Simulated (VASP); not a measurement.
WS2: atomic charges with LDA

WS2, a slab with vacuum:

```
W S
1.0
     3.18352    0.00000    0.00000
    -1.59176    2.75701    0.00000
     0.00000    0.00000   16.95058
W S
1 2
Direct
  0.00000 0.00000 0.00000
  0.33333 0.66667 0.09200
  0.33333 0.66667 0.90800
```

```
Program                : VASP 6.6.1
Task                   : atomic charges
Functional             : LDA
Potentials or basis    : VASP PAW LDA potentials, release 64 (W_sv, S)
Cutoff                 : 520 eV
k mesh                 : 10 × 10 × 2
Occupations            : gaussian, width 0.02 eV
Spin                   : no spin polarisation
Further INCAR settings : ALGO = Fast; EDIFF = 1e-06
```

```json
{
 "Largest force": "0.358 eV/Å",
 "Band gap on the k mesh": "1.99 eV, indirect (least direct gap 2.15 eV)",
 "Valence electrons inside the program's atomic spheres": "W 12.06; S 3.71"
}
```

Forces in eV/Å, atoms in the order of the input:
```
W    0.000  0.000  0.000
S    0.000  0.000 -0.358
S    0.000  0.000  0.358
```

Levels at points of the mesh, in eV from the valence-band top:
| k point | band 9 | band 10 | band 11 | band 12 | band 13 | band 14 | band 15 | band 16 | band 17 |
| --- | --- | --- | --- | --- | --- | --- | --- | --- | --- |
| (0.00, 0.00, 0.00) | -2.87 | -2.03 | -1.63 | -1.63 | 0.00 | 2.90 | 2.90 | 3.10 | 3.10 |
| (0.50, 0.00, 0.00) | -4.38 | -3.41 | -2.04 | -1.22 | -0.87 | 2.82 | 3.29 | 4.04 | 5.05 |
| (0.00, 0.00, 0.50) | -2.87 | -2.03 | -1.63 | -1.63 | 0.00 | 2.90 | 2.90 | 3.10 | 3.10 |
| (0.50, 0.00, 0.50) | -4.38 | -3.41 | -2.04 | -1.22 | -0.87 | 2.82 | 3.29 | 4.04 | 4.96 |

It took 2.1 min on 1 thread of Intel(R) Xeon(R) Platinum 8488C (Sapphire Rapids), with other jobs on the host, peak memory 0.24 GiB.

Caveat: spin-orbit coupling is left out, which moves the levels of the heavy elements.
